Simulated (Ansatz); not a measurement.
## AlN: stationary points along a deformation path

Method: Ansatz 0.2.0, DFT PBE, scalar-relativistic, plane waves, PAW. The runs took a 420 eV cutoff, a Γ-centred 10×10×10 mesh and Gaussian smearing (0.05 eV). No spin polarisation. Energies are free energies at this smearing, counted from the undisturbed cell; pressure is positive in compression.

The undisturbed cell (as given, not relaxed at this level; it stands at 4.9 GPa; this zinc-blende form isn't the usual structure):

```xyz
2
Lattice="0.0000 2.1840 2.1840 2.1840 0.0000 2.1840 2.1840 2.1840 0.0000" Properties=species:S:1:pos:R:3 pbc="T T T"
Al    0.0000    0.0000    0.0000
N     3.2760    3.2760    3.2760
```

At fixed volume and fractional coordinates, lengths along (0.000, 0.000, 1.000) are scaled against those across it; ρ is that ratio over its starting value. V = 10.417 Å³/atom. Δσ is the stress along the axis less the mean stress across it (compression positive).

```
    ρ  ΔE (meV/atom)  Δσ (GPa) space group
0.650          288.6     33.07        I-4m2
0.707          187.9     23.01        I-4m2
0.780          105.7     16.28        I-4m2
0.850           52.3     12.49        I-4m2
0.920           16.3      8.17        I-4m2
0.960            4.3      4.62        I-4m2
1.000            0.0      0.00        F-43m
1.050            7.5     -7.44        I-4m2
1.100           31.5    -16.75        I-4m2
1.200          136.7    -40.42        I-4m2
1.300          325.1    -69.30        I-4m2
1.414          642.4   -105.63        I-4m2
1.500          947.4   -132.39        I-4m2
```

Task: How does the stress give the slope of the energy, and where is the energy stationary?

Result: Along the path d ln(length) is 2/3 d ln ρ on the axis and −1/3 d ln ρ across it, so dE/d ln ρ = −(2/3) V Δσ: the energy falls with ρ where Δσ is positive. Δσ vanishes or changes sign at ρ = 1.000 (F-43m), a minimum at 0.0 meV/atom. Pairs of stationary points between two samples would go unseen, and could change a minimum read from distant neighbours into a maximum. At ρ = 1.000 the cell is cubic, where symmetry alone makes the stress isotropic and the slope zero.

Task: Which shear constant sets the curvature at ρ = 1?

Result: For a cubic crystal E/V = (2/3) C (ln ρ)² with C = C′ = (C11 − C12)/2, so Δσ = −2C ln ρ. The parabola of Δσ against ln ρ through ρ = 0.960, 1 and 1.050 gives C ≈ 66 GPa with the ions clamped, rough because the steps are large. It is the stress–strain coefficient at this cell's pressure of 4.9 GPa, not the zero-pressure constant.

Task: Integrate that slope from ρ = 1 to 1.200 by the trapezoid rule.

Result: With V/N in Å³ and 1 eV/Å³ = 160.2 GPa the slopes at ρ = 1.000, 1.050, 1.100, 1.200 are 0, 323, 726, 1752 meV/atom per unit of ln ρ. The steps add 7.9 + 24.4 + 107.8 = 140.1 meV/atom, against 136.7 from the energies; the trapezoid rule misses the curvature of the slope within each step.

The gap closes along the scan, which can put kinks into the curve.